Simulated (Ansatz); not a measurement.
Cl:

```
Cl
1.0
     3.14500   -2.25000    0.00000
     3.14500    2.25000    0.00000
     0.00000    0.00000    8.21000
Cl
4
Direct
  0.37000 0.63000 0.40000
  0.13000 0.87000 0.90000
  0.63000 0.37000 0.60000
  0.87000 0.13000 0.10000
```

```yaml
Program: Ansatz 0.2.0
Task: relaxation of cell and atoms
Functional: PBEsol
Potentials_or_basis: Ansatz PAW
Cutoff: "420 eV (not typed: the program's choice for these potentials)"
k_mesh: 7 × 7 × 4
Occupations: fermi-dirac, width 0.05 eV
Spin: no spin polarisation
```

At the start: volume 29.05 Å³/atom.

Problem. How do energy, volume and symmetry change on relaxing?

Solution. It ends after 9 steps and the volume is 26.84 Å³/atom (-7.6 %); space group Cmce (No. 64, to 0.05 Å).

The path:
| step | energy change (eV) | largest force (eV/Å) | volume (Å³) |
| --- | --- | --- | --- |
| 1 | 0.0000 | 0.1728 | 116.19 |
| 2 | -0.0515 | 0.1429 | 110.36 |
| 3 | -0.0724 | 0.0140 | 107.42 |
| 4 | -0.0861 | 0.0290 | 105.30 |
| 5 | -0.0982 | 0.0064 | 103.87 |
| 6 | -0.1019 | 0.1551 | 103.35 |
| 7 | -0.1060 | 0.0236 | 107.68 |
| 8 | -0.1064 | 0.0036 | 107.34 |
| 9 | -0.1070 | 0.0036 | 107.34 |

Final structure:
```cif
data_structure
_symmetry_space_group_name_H-M 'P 1'
_symmetry_Int_Tables_number 1
_cell_length_a 3.9616
_cell_length_b 3.9616
_cell_length_c 8.0046
_cell_angle_alpha 90.000
_cell_angle_beta 90.000
_cell_angle_gamma 58.701
_cell_volume 107.34
loop_
_atom_site_label
_atom_site_type_symbol
_atom_site_fract_x
_atom_site_fract_y
_atom_site_fract_z
_atom_site_occupancy
Cl1 Cl 0.37321 0.62679 0.38888 1
Cl2 Cl 0.12679 0.87321 0.88888 1
Cl3 Cl 0.62679 0.37321 0.61112 1
Cl4 Cl 0.87321 0.12679 0.11112 1
```

Caveat: the plane-wave basis is chosen anew once the cell has moved, so the energies of steps on either side of that aren't comparable; the PAW data sets come from PBE, with cores solved anew for the run's functional, which leaves a small shift of forces and pressure.
